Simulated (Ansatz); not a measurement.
**Cu(111) film, 4 layers, cover H: surface scattering**

How does Cu(111) film, 4 layers, cover H scatter electrons that run along the film?

Calculated with Ansatz 0.2.0; Ansatz plane-wave DFT, PBE, PAW files; relaxation of the atoms about the surface defect; PAW set soft_1, in the first sound run; inputs show where later runs differ.

## 1. The starting structure

The cell holds 67 atoms: 64 Cu and 3 H. Its edges and angles: a = 19.348 Å, b = 2.556 Å, c = 35.419 Å, α = 90.0°, β = 90.0°, γ = 90.0°. It derives from Cu. Vacuum lies along a. The structure's axis is c.

## 2. Relaxing about the defect

The neighbours of the defect are let go while the lead's layers stay on their sites, since a lead must repeat to 0.01 Å.

input.yaml reads:

```yaml
crystal:
  lattice:
    - [19.3483925164, 0.0, 0.0]
    - [0.0, 2.5561627297, 0.0]
    - [0.0, 0.0, 35.4192297623]
  atoms:
    - { symbol: Cu, position: [0.2325774607, 0.0, 0.0] }
    - { symbol: Cu, position: [0.2325774607, 0.5, 0.0625] }
    - { symbol: Cu, position: [0.3404467903, 0.0, 0.0416666667] }
    - { symbol: Cu, position: [0.3404467903, 0.5, 0.1041666667] }
    - { symbol: Cu, position: [0.4483161198, 0.0, 0.0833333333] }
    - { symbol: Cu, position: [0.4483161198, 0.5, 0.0208333333] }
    - { symbol: Cu, position: [0.5561854494, 0.0, 0.0] }
    - { symbol: Cu, position: [0.5561854494, 0.5, 0.0625] }
    - { symbol: Cu, position: [0.2325774607, 0.0, 0.125] }
    - { symbol: Cu, position: [0.2325774607, 0.5, 0.1875] }
    - { symbol: Cu, position: [0.3404467903, 0.0, 0.1666666667] }
    - { symbol: Cu, position: [0.3404467903, 0.5, 0.2291666667] }
    - { symbol: Cu, position: [0.4483161198, 0.0, 0.2083333333] }
    - { symbol: Cu, position: [0.4483161198, 0.5, 0.1458333333] }
    - { symbol: Cu, position: [0.5561854494, 0.0, 0.125] }
    - { symbol: Cu, position: [0.5561854494, 0.5, 0.1875] }
    - { symbol: Cu, position: [0.2325774607, 0.0, 0.25] }
    - { symbol: Cu, position: [0.2325774607, 0.5, 0.3125] }
    - { symbol: Cu, position: [0.3404467903, 0.0, 0.2916666667] }
    - { symbol: Cu, position: [0.3404467903, 0.5, 0.3541666667] }
    - { symbol: Cu, position: [0.4483161198, 0.0, 0.3333333333] }
    - { symbol: Cu, position: [0.4483161198, 0.5, 0.2708333333] }
    - { symbol: Cu, position: [0.5561854494, 0.0, 0.25] }
    - { symbol: Cu, position: [0.5561854494, 0.5, 0.3125] }
    - { symbol: Cu, position: [0.2325774607, 0.0, 0.375] }
    - { symbol: Cu, position: [0.2325774607, 0.5, 0.4375] }
    - { symbol: Cu, position: [0.3404467903, 0.0, 0.4166666667] }
    - { symbol: Cu, position: [0.3404467903, 0.5, 0.4791666667] }
    - { symbol: Cu, position: [0.4483161198, 0.0, 0.4583333333] }
    - { symbol: Cu, position: [0.4483161198, 0.5, 0.3958333333] }
    - { symbol: Cu, position: [0.5561854494, 0.0, 0.375] }
    - { symbol: Cu, position: [0.5561854494, 0.5, 0.4375] }
    - { symbol: Cu, position: [0.2325774607, 0.0, 0.5] }
    - { symbol: Cu, position: [0.2325774607, 0.5, 0.5625] }
    - { symbol: Cu, position: [0.3404467903, 0.0, 0.5416666667] }
    - { symbol: Cu, position: [0.3404467903, 0.5, 0.6041666667] }
    - { symbol: Cu, position: [0.4483161198, 0.0, 0.5833333333] }
    - { symbol: Cu, position: [0.4483161198, 0.5, 0.5208333333] }
    - { symbol: Cu, position: [0.5561854494, 0.0, 0.5] }
    - { symbol: Cu, position: [0.5561854494, 0.5, 0.5625] }
    - { symbol: Cu, position: [0.2325774607, 0.0, 0.625] }
    - { symbol: Cu, position: [0.2325774607, 0.5, 0.6875] }
    - { symbol: Cu, position: [0.3404467903, 0.0, 0.6666666667] }
    - { symbol: Cu, position: [0.3404467903, 0.5, 0.7291666667] }
    - { symbol: Cu, position: [0.4483161198, 0.0, 0.7083333333] }
    - { symbol: Cu, position: [0.4483161198, 0.5, 0.6458333333] }
    - { symbol: Cu, position: [0.5561854494, 0.0, 0.625] }
    - { symbol: Cu, position: [0.5561854494, 0.5, 0.6875] }
    - { symbol: Cu, position: [0.2325774607, 0.0, 0.75] }
    - { symbol: Cu, position: [0.2325774607, 0.5, 0.8125] }
    - { symbol: Cu, position: [0.3404467903, 0.0, 0.7916666667] }
    - { symbol: Cu, position: [0.3404467903, 0.5, 0.8541666667] }
    - { symbol: Cu, position: [0.4483161198, 0.0, 0.8333333333] }
    - { symbol: Cu, position: [0.4483161198, 0.5, 0.7708333333] }
    - { symbol: Cu, position: [0.5561854494, 0.0, 0.75] }
    - { symbol: Cu, position: [0.5561854494, 0.5, 0.8125] }
    - { symbol: Cu, position: [0.2325774607, 0.0, 0.875] }
    - { symbol: Cu, position: [0.2325774607, 0.5, 0.9375] }
    - { symbol: Cu, position: [0.3404467903, 0.0, 0.9166666667] }
    - { symbol: Cu, position: [0.3404467903, 0.5, 0.9791666667] }
    - { symbol: Cu, position: [0.4483161198, 0.0, 0.9583333333] }
    - { symbol: Cu, position: [0.4483161198, 0.5, 0.8958333333] }
    - { symbol: Cu, position: [0.5561854494, 0.0, 0.875] }
    - { symbol: Cu, position: [0.5561854494, 0.5, 0.9375] }
    - { symbol: H, position: [0.5974668553, 0.0, 0.4166666667] }
    - { symbol: H, position: [0.5974668553, 0.5, 0.4791666667] }
    - { symbol: H, position: [0.5974668553, 0.0, 0.5416666667] }
kpoints:
  mp_grid: { grid: [1, 9, 1] }
hamiltonian:
  xc: pbe
  pseudopotentials: { kind: paw, azcp: { folder: soft_1 } }
scf:
  occupations: { method: fermi_dirac, width: 0.1 }
relax:
  f_tol: 0.03
  max_steps: 40
  constraints:
    - { sites: [0, 1, 2, 3, 4, 5, 6, 7, 8, 9, 10, 11, 12, 13, 14, 15, 16, 17, 18, 19, 20, 21, 22, 23, 24, 25, 26, 27, 32, 33, 34, 35, 40, 41, 42, 43, 44, 47, 48, 49, 50, 51, 52, 53, 54, 55, 56, 57, 58, 59, 60, 61, 62, 63] }
```

The run is started by

```sh
$ ansatz run input.yaml --threads 8 --pin off --max-ram 15360MiB --backend cpu --events-out ev --progress --plain --runs-dir out
```

Numbers of over 12 decimals in the logs are rounded to 6 here.

Log:

```text
Engine: ansatz 0.2.0, x86_64-unknown-linux-gnu
Pseudopotentials: kind: paw
Pseudopotential: Cu, paw, valence charge 19, recommended cutoff 420 eV (normal), soft_1/Cu.paw.azcp
Pseudopotential: H, paw, valence charge 1, recommended cutoff 420 eV (normal), soft_1/H.paw.azcp
Functional definition: PBE
  parameter kappa = 0.804
  parameter beta = 0.066725
  exchange = pbe_x(kappa = kappa, mu = beta*pi^2/3)
  correlation = pbe_c(beta = beta)
Crystal: 67 atoms, lattice volume = 1751.752 Å³
Basis set: ecut = 420 eV, 34399 PW (Γ), exchange–correlation on 270×36×480 points (8 copies of the dense FFT grid, shifted against one another)
Bands: 732, of which v1, the nominal top of the filled ones, is band 610 counted from 1 (609 counted from 0)
Symmetry: 2 space group operations
Space group: Pm (ITA 6), of the structure as read, at distance tolerance 1.2e-4 Å
k-points: 5 of 9
Non-local potential: Cu, projectors of the file, l = 0: 3, l = 1: 2, l = 2: 3, l = 3: 1
Non-local potential: H, projectors of the file, l = 0: 2, l = 1: 1
PAW form: soft (Blöchl's): semilocal exchange-correlation on the pseudo side does not see the compensation charge
PAW one-centre angular grid: Cu, 590 points (default); XC on 64 Gauss nodes
PAW one-centre angular grid: H, 110 points (default); XC on 64 Gauss nodes
Initial density: superposition of atomic densities (neutral atoms: chi_scale 0, normalization atom)
Initial wavefunctions: pseudopotential atomic-orbital guess
Functional: x = pbe(κ = 0.804, μ = 0.219515), c = pbe(β = 0.066725)
SCF iter   1: F=—  HF=-424100.020842 eV  |F-HF|=—  |Δ(HF+E_count)|=         —  Δρ=1.71e-1  dr2=3.11e2  ethr=3.10e-3  ⟨swp⟩=6.2  Hψ=14222  notcnv=0  defer=206
preconditioner: auto → LDOS  [metal: Δε(μ)=0.021 eV  Ē_g=7.639 eV  σ=0.100 eV  W_gap=0.05  n_scr=424 (ndim 8)  ℏωp=23.6 eV  f_vac=0.521  D(μ)=30.26/eV (n_scr^D=168)  β→1.0]
SCF iter   2: F=—  HF=-424435.262298 eV  |F-HF|=—  |Δ(HF+E_count)|=    3.35e2  Δρ=3.47e-1  dr2=1.14e3  ethr=3.10e-3  ⟨swp⟩=4.0  Hψ=11851  notcnv=0  defer=424  recentre
SCF iter   3: F=—  HF=-424050.231067 eV  |F-HF|=—  |Δ(HF+E_count)|=    3.85e2  Δρ=4.94e-2  dr2=2.93e1  ethr=3.10e-3  ⟨swp⟩=4.0  Hψ=9406  notcnv=0  defer=453
SCF iter   4: F=—  HF=-424046.386108 eV  |F-HF|=—  |Δ(HF+E_count)|=    3.84e0  Δρ=2.31e-2  dr2=5.23e0  ethr=2.40e-3  ⟨swp⟩=2.4  Hψ=6046  notcnv=0  defer=439
SCF iter   5: F=—  HF=-424045.368623 eV  |F-HF|=—  |Δ(HF+E_count)|=    1.02e0  Δρ=5.09e-3  dr2=3.12e-1  ethr=4.29e-4  ⟨swp⟩=2.0  Hψ=6056  notcnv=0  defer=439
SCF iter   6: F=—  HF=-424045.392045 eV  |F-HF|=—  |Δ(HF+E_count)|=   2.34e-2  Δρ=1.76e-3  dr2=4.18e-2  ethr=2.56e-5  ⟨swp⟩=2.0  Hψ=5027  notcnv=0  defer=439
SCF iter   7: F=—  HF=-424045.408472 eV  |F-HF|=—  |Δ(HF+E_count)|=   1.64e-2  Δρ=1.17e-3  dr2=1.43e-2  ethr=3.43e-6  ⟨swp⟩=2.0  Hψ=6308  notcnv=0  defer=439
SCF iter   8: F=—  HF=-424045.408745 eV  |F-HF|=—  |Δ(HF+E_count)|=   2.73e-4  Δρ=3.33e-4  dr2=1.22e-3  ethr=1.17e-6  ⟨swp⟩=2.2  Hψ=6210  notcnv=0  defer=439
SCF iter   9: F=—  HF=-424045.408829 eV  |F-HF|=—  |Δ(HF+E_count)|=   8.35e-5  Δρ=2.31e-4  dr2=6.65e-4  ethr=9.97e-8  ⟨swp⟩=3.0  Hψ=6288  notcnv=0  defer=439
SCF iter  10: F=—  HF=-424045.408762 eV  |F-HF|=—  |Δ(HF+E_count)|=   6.61e-5  Δρ=6.30e-5  dr2=7.85e-5  ethr=5.45e-8  ⟨swp⟩=2.0  Hψ=5268  notcnv=0  defer=439
SCF iter  11: F=—  HF=-424045.408808 eV  |F-HF|=—  |Δ(HF+E_count)|=   4.54e-5  Δρ=4.95e-5  dr2=3.78e-5  ethr=1.85e-9  ⟨swp⟩=4.0  Hψ=11584  notcnv=0
SCF iter  12: F=-424045.408815 eV  HF=-424045.408816 eV  |F-HF|=5.76e-7  |Δ(HF+E_count)|=   7.96e-6  Δρ=2.33e-5  dr2=1.05e-5  ethr=1.85e-9  ⟨swp⟩=3.0  Hψ=9747  notcnv=0
SCF 1 converged in 12 iterations: F = -424045.408815 eV  dr2 = 1.05e-5
  greatest PAW one-centre occupation: 1.000 electrons in one spin orbital (limit 2), on the Cu atom at site 46 (counted from 0), in its partial waves of l = 0
relax step   1: F+E_penalty+E_count = -424045.40881524 eV  Δ(F+E_penalty+E_count) = +0.000e0 eV  max|allowed force component| = 3.872e-1 eV/Å  Δτ_max = 0.0000 Å  (12 SCF iters, dr2 threshold 2.25e-5 eV, accepted)
Initial density: handed on by an earlier stage of this run
Initial wavefunctions: those handed on with the density
iter 1 solved again at ethr=4.01e-6 eV; its pass at ethr=3.10e-3 eV (dr2=4.89e-2 eV) is discarded
SCF iter   1: F=—  HF=-424045.511070 eV  |F-HF|=—  |Δ(HF+E_count)|=         —  Δρ=2.26e-3  dr2=4.47e-2  ethr=4.01e-6  ⟨swp⟩=2.6  Hψ=13232  notcnv=0  defer=439
preconditioner: auto → LDOS  [metal: Δε(μ)=0.025 eV  Ē_g=8.455 eV  σ=0.100 eV  W_gap=0.06  n_scr=424 (ndim 8)  ℏωp=23.6 eV  f_vac=0.522  D(μ)=16.01/eV (n_scr^D=88)  β→1.0]
SCF iter   2: F=—  HF=-424045.499136 eV  |F-HF|=—  |Δ(HF+E_count)|=   1.19e-2  Δρ=8.83e-4  dr2=1.21e-2  ethr=3.66e-6  ⟨swp⟩=3.0  Hψ=6758  notcnv=0  defer=439
SCF iter   3: F=—  HF=-424045.498270 eV  |F-HF|=—  |Δ(HF+E_count)|=   8.66e-4  Δρ=1.16e-3  dr2=1.48e-2  ethr=9.95e-7  ⟨swp⟩=3.0  Hψ=6651  notcnv=0  defer=439
SCF iter   4: F=—  HF=-424045.495987 eV  |F-HF|=—  |Δ(HF+E_count)|=   2.28e-3  Δρ=1.88e-4  dr2=8.03e-4  ethr=9.95e-7  ⟨swp⟩=2.0  Hψ=5960  notcnv=0  defer=439
SCF iter   5: F=—  HF=-424045.496025 eV  |F-HF|=—  |Δ(HF+E_count)|=   3.84e-5  Δρ=1.11e-4  dr2=1.47e-4  ethr=6.59e-8  ⟨swp⟩=2.8  Hψ=6569  notcnv=0  defer=439
SCF iter   6: F=—  HF=-424045.496014 eV  |F-HF|=—  |Δ(HF+E_count)|=   1.13e-5  Δρ=4.59e-5  dr2=2.58e-5  ethr=1.21e-8  ⟨swp⟩=2.8  Hψ=6608  notcnv=0  defer=439
SCF iter   7: F=-424045.496015 eV  HF=-424045.496014 eV  |F-HF|=4.79e-7  |Δ(HF+E_count)|=   2.45e-7  Δρ=1.39e-5  dr2=2.09e-6  ethr=7.69e-10  ⟨swp⟩=4.0  Hψ=11575  notcnv=0
SCF 2 converged in 7 iterations: F = -424045.496015 eV  dr2 = 2.09e-6
  greatest PAW one-centre occupation: 1.000 electrons in one spin orbital (limit 2), on the Cu atom at site 25 (counted from 0), in its partial waves of l = 0
relax step   2: F+E_penalty+E_count = -424045.49601469 eV  Δ(F+E_penalty+E_count) = -8.720e-2 eV  max|allowed force component| = 2.161e-1 eV/Å  Δτ_max = 0.0819 Å  (7 SCF iters, dr2 threshold 9.37e-6 eV, accepted)
SCF iter   1: F=—  HF=-424045.587931 eV  |F-HF|=—  |Δ(HF+E_count)|=         —  Δρ=3.64e-3  dr2=1.17e-1  ethr=8.81e-5  ⟨swp⟩=6.0  Hψ=11991  notcnv=0  defer=441
preconditioner: auto → LDOS  [metal: Δε(μ)=0.022 eV  Ē_g=8.434 eV  σ=0.100 eV  W_gap=0.06  n_scr=424 (ndim 8)  ℏωp=23.6 eV  f_vac=0.521  D(μ)=16.10/eV (n_scr^D=88)  β→1.0]
SCF iter   2: F=—  HF=-424045.556927 eV  |F-HF|=—  |Δ(HF+E_count)|=   3.10e-2  Δρ=1.55e-3  dr2=3.84e-2  ethr=9.60e-6  ⟨swp⟩=3.0  Hψ=7382  notcnv=0  defer=443
[...]
SCF 4 converged in 9 iterations: F = -424045.549950 eV  dr2 = 2.44e-8
relax step   4: F+E_penalty+E_count = -424045.54994958 eV  Δ(F+E_penalty+E_count) = -2.303e-3 eV  max|allowed force component| = 1.584e-2 eV/Å  Δτ_max = 0.0347 Å  (9 SCF iters, accepted)
SCF converged after 9 iterations
Free energy (F): -424045.549950 eV
Harris-Foulkes:  -424045.549949 eV  (|F-HF|=1.25e-7)
Internal energy: -424044.991852 eV  (E = F + TS)
E sigma→0 (E₀):  -424045.270901 eV
Entropy (-TS):   -0.558097 eV (-8.330 meV/atom)
Fermi energy:    4.405255 eV
--- Per-component energies (eV) ---
  E_band       = -37846.974084
  E_kinetic    = 16763.532141
  E_local      = -1884002.498571  (includes V_loc(G=0)·N_el)
  E_nonlocal   = 57044.831189
  E_hartree    = 912811.874581
  E_xc         = -4406.085736
  E_vxc        = -5686.127458  (∫ρ·V_xc dr)
  E_paw        = -116235.414474  (= ΣΔE_a)
  E_vpaw       = -47590.536483  (= ΣTr[D̂ρ^β])
  E_aug_tail   = 0.059289  (compensation charges beyond the density's cutoff)
  E_ewald      = 593978.709728
  E_smearing   = -0.558097  (= −TS)
  E_closure    = -0.000000  (closes the sum)
  Σ components = -424045.549950   (vs F -424045.549950, Δ=0.00e0)
--- Forces (eV/Å), atoms counted from 1 ---
  atom   1  Cu     0.02904931     0.00000000    -0.01046300
  atom   2  Cu     0.03016096     0.00000000    -0.00262012
  atom   3  Cu    -0.02712111     0.00000000    -0.00051169
  atom   4  Cu    -0.02891094     0.00000000    -0.00205029
  atom   5  Cu     0.02471619     0.00000000    -0.00126951
  atom   6  Cu     0.01648196     0.00000000     0.00179843
  atom   7  Cu    -0.02382326     0.00000000     0.00596042
  atom   8  Cu    -0.02659428     0.00000000     0.00571525
  atom   9  Cu     0.02910389     0.00000000    -0.00972394
  atom  10  Cu     0.02362329     0.00000000    -0.00052922
  atom  11  Cu    -0.03071940     0.00000000    -0.01025517
  atom  12  Cu    -0.03024757     0.00000000    -0.00905360
  atom  13  Cu     0.03915695     0.00000000     0.01305788
  atom  14  Cu     0.02500860     0.00000000     0.00144282
  atom  15  Cu    -0.02803305     0.00000000     0.00576168
  atom  16  Cu    -0.03296020     0.00000000     0.00837681
  atom  17  Cu     0.03289950     0.00000000    -0.00882836
  atom  18  Cu     0.01854465     0.00000000    -0.01090607
  atom  19  Cu    -0.00159053     0.00000000     0.01518506
  atom  20  Cu    -0.03146159     0.00000000    -0.02129566
  atom  21  Cu     0.07756654     0.00000000     0.06190062
  atom  22  Cu     0.00230183     0.00000000    -0.04076627
  atom  23  Cu    -0.02379376     0.00000000    -0.00184429
  atom  24  Cu    -0.09268270     0.00000000    -0.14378997
  atom  25  Cu     0.02232071     0.00000000    -0.00800055
  atom  26  Cu     0.00780943     0.00000000    -0.01450310
  atom  27  Cu    -0.01745611     0.00000000     0.04320976
  atom  28  Cu     0.06539840     0.00000000    -0.03692655
  atom  29  Cu    -0.00239437     0.00000000     0.00246520
  atom  30  Cu    -0.00146053     0.00000000    -0.00349827
  atom  31  Cu     0.00782173     0.00000000    -0.01584378
  atom  32  Cu    -0.00776062     0.00000000     0.01430548
  atom  33  Cu     0.01547810     0.00000000     0.00713678
  atom  34  Cu     0.01369977     0.00000000     0.00865685
  atom  35  Cu     0.01285202     0.00000000    -0.00850424
  atom  36  Cu    -0.03870895     0.00000000    -0.01258592
  atom  37  Cu     0.00104784     0.00000000     0.00386659
  atom  38  Cu     0.00130333     0.00000000    -0.00091044
  atom  39  Cu    -0.00443193     0.00000000     0.00700479
  atom  40  Cu    -0.00862062     0.00000000     0.00969914
[...]
atom  56  Cu    -0.02768969     0.00000000    -0.00271875
  atom  57  Cu     0.02989696     0.00000000    -0.00536614
  atom  58  Cu     0.03617666     0.00000000     0.00004445
  atom  59  Cu    -0.03187982     0.00000000    -0.00904445
  atom  60  Cu    -0.03196941     0.00000000    -0.00409848
  atom  61  Cu     0.01726457     0.00000000     0.00514850
  atom  62  Cu     0.02009134     0.00000000     0.00595208
  atom  63  Cu    -0.02725138     0.00000000     0.00338155
  atom  64  Cu    -0.02497622     0.00000000     0.00261905
  atom  65  H      0.00786354     0.00000000    -0.00373803
  atom  66  H      0.00239911     0.00000000    -0.00744235
  atom  67  H      0.00881834     0.00000000    -0.00754444
  max |Σ_I F_I| component: 2.89e-5 eV/Å
--- Relaxed structure (4 steps of the walk, 4 accepted, 0 SCFs on fresh bases) ---
  F+E_penalty+E_count = -424045.54994958 eV   max|allowed force component| = 1.584e-2 eV/Å
  atoms:
    - { symbol: Cu, position: [0.232577, 0.0, 0.0] }
    - { symbol: Cu, position: [0.232577, 0.5, 0.0625] }
    - { symbol: Cu, position: [0.3404467903, 0.0, 0.0416666667] }
    - { symbol: Cu, position: [0.3404467903, 0.5, 0.1041666667] }
    - { symbol: Cu, position: [0.4483161198, 0.0, 0.0833333333] }
    - { symbol: Cu, position: [0.4483161198, 0.5, 0.0208333333] }
    - { symbol: Cu, position: [0.5561854494, 0.0, 0.0] }
    - { symbol: Cu, position: [0.5561854494, 0.5, 0.0625] }
    - { symbol: Cu, position: [0.232577, 0.0, 0.125] }
    - { symbol: Cu, position: [0.232577, 0.5, 0.187500] }
    - { symbol: Cu, position: [0.3404467903, 0.0, 0.1666666667] }
    - { symbol: Cu, position: [0.3404467903, 0.5, 0.2291666667] }
    - { symbol: Cu, position: [0.4483161198, 0.0, 0.2083333333] }
    - { symbol: Cu, position: [0.4483161198, 0.5, 0.1458333333] }
    - { symbol: Cu, position: [0.5561854494, 0.0, 0.125] }
    - { symbol: Cu, position: [0.5561854494, 0.5, 0.187500] }
    - { symbol: Cu, position: [0.232577, 0.0, 0.25] }
    - { symbol: Cu, position: [0.232577, 0.5, 0.3125] }
    - { symbol: Cu, position: [0.3404467903, 0.0, 0.2916666667] }
    - { symbol: Cu, position: [0.3404467903, 0.5, 0.3541666667] }
    - { symbol: Cu, position: [0.4483161198, 0.0, 0.3333333333] }
    - { symbol: Cu, position: [0.4483161198, 0.5, 0.2708333333] }
    - { symbol: Cu, position: [0.5561854494, 0.0, 0.25] }
    - { symbol: Cu, position: [0.5561854494, 0.5, 0.3125] }
    - { symbol: Cu, position: [0.232577, 0.0, 0.375000] }
    - { symbol: Cu, position: [0.232577, 0.5, 0.4375] }
    - { symbol: Cu, position: [0.3404467903, 0.0, 0.4166666667] }
    - { symbol: Cu, position: [0.3404467903, 0.5, 0.4791666667] }
    - { symbol: Cu, position: [0.450349, 0.0, 0.458303] }
    - { symbol: Cu, position: [0.447602, 0.5, 0.396313] }
    - { symbol: Cu, position: [0.555354, 0.0, 0.373820] }
    - { symbol: Cu, position: [0.565159, 0.5, 0.436359] }
    - { symbol: Cu, position: [0.232577, 0.0, 0.5] }
    - { symbol: Cu, position: [0.232577, 0.5, 0.5625] }
    - { symbol: Cu, position: [0.3404467903, 0.0, 0.5416666667] }
    - { symbol: Cu, position: [0.3404467903, 0.5, 0.6041666667] }
    - { symbol: Cu, position: [0.448388, 0.0, 0.583137] }
    - { symbol: Cu, position: [0.448566, 0.5, 0.520441] }
    - { symbol: Cu, position: [0.562892, 0.0, 0.500686] }
    - { symbol: Cu, position: [0.558567, 0.5, 0.564480] }
[...]
- { symbol: Cu, position: [0.4483161198, 0.0, 0.8333333333] }
    - { symbol: Cu, position: [0.4483161198, 0.5, 0.7708333333] }
    - { symbol: Cu, position: [0.5561854494, 0.0, 0.750000] }
    - { symbol: Cu, position: [0.5561854494, 0.5, 0.8125] }
    - { symbol: Cu, position: [0.232577, 0.0, 0.875] }
    - { symbol: Cu, position: [0.232577, 0.5, 0.9375] }
    - { symbol: Cu, position: [0.3404467903, 0.0, 0.916667] }
    - { symbol: Cu, position: [0.3404467903, 0.5, 0.979167] }
    - { symbol: Cu, position: [0.4483161198, 0.0, 0.9583333333] }
    - { symbol: Cu, position: [0.4483161198, 0.5, 0.8958333333] }
    - { symbol: Cu, position: [0.5561854494, 0.0, 0.875] }
    - { symbol: Cu, position: [0.5561854494, 0.5, 0.9375] }
    - { symbol: H, position: [0.606244, 0.0, 0.412604] }
    - { symbol: H, position: [0.605889, 0.5, 0.479656] }
    - { symbol: H, position: [0.604066, 0.0, 0.546201] }
```

Wall time 17 min (8 threads of Intel Xeon at 2.70GHz, shared host); peak memory 7.8 GiB; 1.9 h of CPU time.

Relaxation path:

| step | energy less that of the first step (eV) | largest force component (eV/Å) |
| --- | --- | --- |
| 1 | 0.0000 | 0.3872 |
| 2 | -0.0872 | 0.2161 |
| 3 | -0.1388 | 0.0730 |
| 4 | -0.1411 | 0.0158 |

Forces are held to the 2 operations that the run works with; a distortion that breaks them can't arise in this run.

The atoms that moved most (Å):

| atom | dx | dy | dz | length |
| --- | --- | --- | --- | --- |
| H65 | 0.170 | 0.000 | -0.144 | 0.223 |
| H67 | 0.128 | 0.000 | 0.161 | 0.205 |
| Cu32 | 0.174 | 0.000 | -0.040 | 0.178 |
| H66 | 0.163 | 0.000 | 0.017 | 0.164 |
| Cu39 | 0.130 | 0.000 | 0.024 | 0.132 |
| Cu40 | 0.046 | 0.000 | 0.070 | 0.084 |
| Cu47 | -0.036 | 0.000 | 0.055 | 0.066 |
| Cu31 | -0.016 | 0.000 | -0.042 | 0.045 |

Numbers from this step:

```yaml
free_energy: -424045.5499 eV
energy_at_zero_smearing: -424045.2709 eV
fermi_energy: 4.405 eV
```

The largest force component on a free atom ends at 0.016 eV/Å, under the tolerance of 0.03, after 4 steps.

(Continued in part 2 of 2.)

[Logs are printed without paths, hosts, clocks, repeated set-up lines and the standing remarks that a program may print on its own settings, such as how far it seeks lower states.]

[Hosts, paths, dates, database ids (printed as entryN), source tags and the programs' standing remarks are cut or masked in the printed files.]
